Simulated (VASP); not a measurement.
# Sb (Fm-3m) in VASP: further runs, part 2 of 2

VASP 6.6.1. Earlier steps stand in the parts before.

## (4) Single point, r2SCAN

INCAR

```
PREC = Accurate
ENCUT = 550
EDIFF = 1E-6
ISMEAR = 1
SIGMA = 0.1
LREAL = F
LASPH = T
NELM = 100
ALGO = Normal
ISIF = 2
LWAVE = F
LCHARG = F
METAGGA = R2SCAN
LMIXTAU = T
NBANDS = 8
ADDGRID = F
```

KPOINTS

```
Automatic mesh
0
Gamma
  9 9 9
```

POSCAR

```
Sb
1.0
    0.0000000000      2.3712425216      2.3712425216
    2.3712425216      0.0000000000      2.3712425216
    2.3712425216      2.3712425216      0.0000000000
Sb
1
Direct
    0.0000000000      0.0000000000      0.0000000000
```

Potentials or basis: VASP PAW PBE potentials, release 64 (Sb).

The run is started by

```
$ cat potpaw_PBE.64/Sb/POTCAR > POTCAR
$ mpirun -np 1 vasp_std > vasp.out
```

OUTCAR:

```text
PREC = Accurate
   ENCUT = 550
   EDIFF = 1E-6
   ISMEAR = 1
   LREAL = F
   LASPH = T
   NELM = 100
   ISIF = 2
   METAGGA = R2SCAN

 Found     35 irreducible k-points:

 Following reciprocal coordinates:
            Coordinates               Weight
  0.000000  0.000000  0.000000      1.000000
  0.111111  0.000000  0.000000      8.000000
  0.222222  0.000000  0.000000      8.000000
  0.333333  0.000000  0.000000      8.000000
  0.444444  0.000000  0.000000      8.000000
  0.111111  0.111111  0.000000      6.000000
   k-points           NKPTS =     35   k-points in BZ     NKDIM =     35   number of bands    NBANDS=      8
   number of dos      NEDOS =    301   number of ions     NIONS =      1
   total plane-waves  NPLWV =  21952
   dimension x,y,z NGX =    28 NGY =   28 NGZ =   28
   dimension x,y,z NGXF=    56 NGYF=   56 NGZF=   56
   ions per type =               1
   NGX,Y,Z   is equivalent  to a cutoff of  13.88, 13.88, 13.88 a.u.
   NGXF,Y,Z  is equivalent  to a cutoff of  27.76, 27.76, 27.76 a.u.
 SYSTEM =  unknown system
   PREC   = accura    normal or accurate (medium, high low for compatibility)
   ISTART =      0    job   : 0-new  1-cont  2-samecut
   ICHARG =      2    charge: 1-file 2-atom 10-const
   ISPIN  =      1    spin polarized calculation?
   LNONCOLLINEAR =      F non collinear calculations
   LSORBIT =      F    spin-orbit coupling
   LASPH  =      T    aspherical Exc in radial PAW
   ENCUT  =  550.0 eV  40.42 Ry    6.36 a.u.   6.41  6.41  6.41*2*pi/ulx,y,z
   NELM   =    100;   NELMIN=  2; NELMDL= -5     # of ELM steps
   EDIFF  = 0.1E-05   stopping-criterion for ELM
   LREAL  =      F    real-space projection
   EDIFFG = 0.1E-04   stopping-criterion for IOM
   NSW    =      0    number of steps for IOM
   IBRION =     -1    ionic relax: 0-MD 1-quasi-New 2-CG
   NFREE  =      0    steps in history (QN), initial steepest desc. (CG)
   ISIF   =      2    stress and relaxation
   ISYM   =      2    0-nonsym 1-usesym 2-fastsym
   POTIM  = 0.5000    time-step for ionic-motion
   TEBEG  =    0.0;   TEEND  =   0.0 temperature during run
   PSTRESS=    0.0 pullay stress
   NELECT =       5.0000    total number of electrons
   NUPDOWN=      -1.0000    fix difference up-down
   EMIN   =  10.00;   EMAX   =-10.00  energy-range for DOS
   EFERMI =   0.00;   METHOD = LEGACY
   ISMEAR =     1;   SIGMA  =   0.10  broadening in eV -4-tet -1-fermi 0-gaus
   EFERMI_NEDOS =   21; number of points for ismear=-14 and -15
   IALGO  =     38    algorithm
   IMIX   =      4    mixing-type and parameters
     AMIX     =   0.40;   BMIX     =  1.00
     AMIX_MAG =   1.60;   BMIX_MAG =  1.00
  volume/ion in A,a.u.               =      26.67       179.95
  Fermi-wavevector in a.u.,A,eV,Ry     =   0.937013  1.770697 11.945820  0.877993
  Thomas-Fermi vector in A             =   2.064081
   LORBIT       =      0    0 simple, 1 ext, 2 COOP (PROOUT), +10 PAW based schemes
   METAGGA = R2SCAN    functional components
   LHFCALC =     F    Hartree Fock is set to
   AEXX    =    0.0000 exact exchange contribution
   IVDW    =     0    specifies the selected vdW correction
   LEPSILON=     F    determine dielectric tensor
   LRPA    =     F    only Hartree local field effects (RPA)
 non-spin polarized calculation
 Methfessel and Paxton  Order N= 1 SIGMA  =   0.10
  energy-cutoff  :      550.00
  volume of cell :       26.67
 maximum number of plane-waves:       797
 NGX is ok and might be reduce to    28
   NGX = 13   NGY = 13   NGZ = 13

 number of electron       5.0000000 magnetization

 Free energy of the ion-electron system (eV)
  ---------------------------------------------------
  ext. energy  EPLUGINS =         0.00000000
  ---------------------------------------------------
  free energy    TOTEN  =       -25.21850525 eV

  energy without entropy =      -25.21955350  energy(sigma->0) =      -25.21885467

 E-fermi :   8.7456     XC(G=0): -10.8776

 val. band max:        8.6524104061   @ k =   0.2222   0.0000   0.0000
 cond. band min:       8.8201193444   @ k =  -0.4444   0.2222   0.1111
 fundamental gap:      0.1677089383
 Fermi energy:         8.7456269371

 k-point     1 :       0.0000    0.0000    0.0000
  band No.  band energies     occupation
      1      -5.0654      2.00000
      2      14.3047      0.00000
      3      14.3047      0.00000
      4      14.3047      0.00000
      5      19.0480      0.00000
      6      19.0480      0.00000
      7      19.0480      0.00000
      8      19.6190      0.00000
[... 45 lines left out ...]
 k-point     6 :       0.1111    0.1111    0.0000
  band No.  band energies     occupation
      1      -4.7165      2.00000
      2      13.0573      0.00000
      3      13.0806      0.00000
      4      13.0806      0.00000
      5      16.9814      0.00000
      6      20.1066      0.00000
      7      20.5884      0.00000
      8      20.5884      0.00000

 [... further k-points ...]

------------------------ aborting loop because EDIFF is reached ----------------------------------------

  FORCE on cell =-STRESS in cart. coord.  units (eV):
  Direction    XX          YY          ZZ          XY          YZ          ZX
  --------------------------------------------------------------------------------------
  -------------------------------------------------------------------------------------
  Total        0.2165932      0.2165932      0.2165932      0.0000000      0.0000000      0.0000000
  in kB       13.0135993     13.0135993     13.0135993      0.0000000      0.0000000      0.0000000
  external PRESSURE =      13.0135993 kB  Pullay stress =       0.0000000 kB

 VOLUME and BASIS-vectors are now :
 -----------------------------------------------------------------------------
  energy-cutoff  :      550.00
  volume of cell :       26.67
      direct lattice vectors                 reciprocal lattice vectors
     0.000000000  2.371242522  2.371242522    -0.210859916  0.210859916  0.210859916
     2.371242522  0.000000000  2.371242522     0.210859916 -0.210859916  0.210859916
     2.371242522  2.371242522  0.000000000     0.210859916  0.210859916 -0.210859916

 POSITION                                       TOTAL-FORCE (eV/Angst)
 -----------------------------------------------------------------------------------
      0.00000      0.00000      0.00000         0.000000      0.000000     -0.000000
 -----------------------------------------------------------------------------------
    total drift:                                0.000000      0.000000      0.000000

  FREE ENERGIE OF THE ION-ELECTRON SYSTEM (eV)
  ---------------------------------------------------
  free  energy   TOTEN  =       -25.2185052459 eV

  energy  without entropy=      -25.2195535042  energy(sigma->0) =      -25.21885467
```

stdout:

```text
POSCAR found type information on POSCAR Sb
 POSCAR found :  1 types and       1 ions
 scaLAPACK will be used
 -----------------------------------------------------------------------------
|                                                                             |
|                                                                             |
|     You enforced a specific xc type in the INCAR file but a different       |
|     I HOPE YOU KNOW WHAT YOU ARE DOING!                                     |
|                                                                             |
 -----------------------------------------------------------------------------

 LDA part: xc-table for (None), standard interpolation
 POSCAR, INCAR and KPOINTS ok, starting setup
 FFT: planning ... GRIDC
 FFT: planning ... GRID_SOFT
 FFT: planning ... GRID
 WAVECAR not read
 entering main loop
```

Wall time 22 s (1 thread of Intel Xeon 6975P-C (Granite Rapids), shared host); peak memory 0.16 GiB.

The run converged, but some of its settings lie outside the range that counts as converged, so its numbers aren't taken as properties of the crystal.

Results:

| Quantity | Value |
| --- | --- |
| Free energy | -25.2185 eV |
| Pressure | 1.3 GPa |
| Band gap on the k mesh | none (metal or under the smearing width) |

Caveat: the PAW data sets were made with another functional, which shifts forces and pressure a little.

## (5) For comparison

An earlier run on the cell as given: functional PBEsol; potentials or basis VASP PAW PBE potentials, release 64 (Sb); cutoff 520 eV; k mesh 10 × 10 × 10; occupations fermi-dirac, width 0.05 eV; no spin polarisation.

* Pressure: -1.2 GPa
* Band gap on the k mesh: none (metal or under the smearing width)
